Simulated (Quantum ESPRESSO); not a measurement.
# Cs under changes of volume

One of the cells (122.477 Å³/atom); the others are scaled copies at fixed shape and fractional positions:

```
Cs
1.0
    -3.12847    3.12847    3.12847
     3.12847   -3.12847    3.12847
     3.12847    3.12847   -3.12847
Cs
1
Direct
  0.00000 0.00000 0.00000
```

| Quantity | Value |
| --- | --- |
| Program | Quantum ESPRESSO 7.5 |
| Functional | PBE |
| Potentials or basis | SSSP 1.3 efficiency PBE |
| Cutoff | 748 eV |
| Density cutoff | 5987 eV |
| k mesh | 6 × 6 × 6 |
| Occupations | fermi-dirac, width 0.05 eV |
| Spin | no spin polarisation |

```tsv
volume (Å³/atom)	energy over the lowest point (meV/atom)	pressure (GPa)
115.128	0.32	0.0
117.578	0.00	0.0
120.027	0.29	0.0
122.477	1.14	-0.1
124.926	2.50	-0.1
127.376	4.32	-0.1
129.825	?	?
```

Problem. What does the run at 129.825 Å³/atom give?

Solution. Energy over the lowest point 6.57 meV/atom; pressure -0.2 GPa.

Worked out: A Birch-Murnaghan fit of order 3 (a polynomial in V^(-2/3)) to the other rows has its minimum at 117.60 Å³/atom with B0 = V·E''(V) = 1.9 GPa and B' = 3.5. It gives 6.56 meV/atom at 129.825 Å³/atom, against the run's 6.57, and -dE/dV = -0.2 GPa, against -0.2.

Energies are extrapolated to zero smearing.
